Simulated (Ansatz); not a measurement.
# Li2S: further runs on the relaxed cell

One table from this session's results is given with a row withheld; the runs are named, their logs left out.

The COD entry's cell or inner coordinates are ideal or old and differ from later refinements, so a difference from it is no clean test against experiment.

Method: DFT PBE, scalar-relativistic, plane waves, PAW, in Ansatz 0.2.0.

1 further run of the same task is left out (set aside as unsound or not needed).

### The starting structure

Symmetry: Fm-3m, No. 225, cubic system. Conventional cell: a = 5.706 Å, b = 5.706 Å, c = 5.706 Å, α = 90.00°, β = 90.00°, γ = 90.00°. Around Li (site symmetry -43m) lie 4 S at 2.47 Å. Around S (site symmetry m-3m) lie 8 Li at 2.47 Å.

As a file:

```xyz
3
Lattice="0.0000 2.8528 2.8528 2.8528 0.0000 2.8528 2.8528 2.8528 0.0000" Properties=species:S:1:pos:R:3 pbc="T T T"
Li    1.4264    1.4264    1.4264
Li    4.2792    4.2792    4.2792
S     0.0000    0.0000    0.0000
```

It is the result of an earlier relaxation at this level (volume 15.48 Å³/atom; gap on the mesh: 3.39 eV).

The first run:

The input, input.yaml:

```yaml
crystal:
  lattice:
    - [0.0, 2.8528159674, 2.8528159674]
    - [2.8528159674, 0.0, 2.8528159674]
    - [2.8528159674, 2.8528159674, 0.0]
  atoms:
    - { symbol: Li, position: [0.25, 0.25, 0.25] }
    - { symbol: Li, position: [0.75, 0.75, 0.75] }
    - { symbol: S, position: [0.0, 0.0, 0.0] }
basis:
  ecutwfc: 420
kpoints:
  mp_grid: { grid: [8, 8, 8] }
  band_path:
    path:
      - [[0.0, 0.0, 0.0], [0.5, 0.0, 0.5], [0.625, 0.25, 0.625]]
      - [[0.375, 0.375, 0.75], [0.0, 0.0, 0.0], [0.5, 0.5, 0.5], [0.5, 0.25, 0.75], [0.5, 0.0, 0.5]]
    npoints: 14
hamiltonian:
  xc: pbe
scf:
  occupations: { method: gaussian, width: 0.02 }
  n_extra_bands: 7
output:
  forces: true
  stress: true
  eigenvalues: true
  populations: true
  dos: { projected: true, de: 0.02, nscf_kmesh: { grid: [12, 12, 12] } }
  bader: true
  write_density: true
  write_potential: true
  elf: true
  volumetric_format: npy
```

The run is started by

```console
$ ansatz run input.yaml --threads 1 --pin off --max-ram 2560MiB --backend cpu --events-out ev --progress --plain --runs-dir out
```

Among the steps run: Bands, states and charges; The cell under PBEsol; Relaxing with LDA; Relaxing with PBE+D3(BJ).

One table of the session follows, with a row left open; its other results are not shown here.

It belongs to the step «Relaxed cells side by side». 

```
functional  a (Å)  b (Å)  c (Å)  volume (Å³/atom)  gap on the mesh (eV)
       PBE  4.034  4.034  4.034             15.48                  3.39
    PBEsol  3.998  3.998  3.998             15.06                  3.20
       LDA      ?      ?      ?                 ?                     ?
PBE+D3(BJ)  3.938  3.938  3.938             14.39                  3.34
```

Q: Estimate the row for LDA from the others.

As computed: a (Å): 3.937; b (Å): 3.937; c (Å): 3.937; volume (Å³/atom): 14.38; gap on the mesh (eV): 3.12. In the column «a (Å)» it is the lowest.
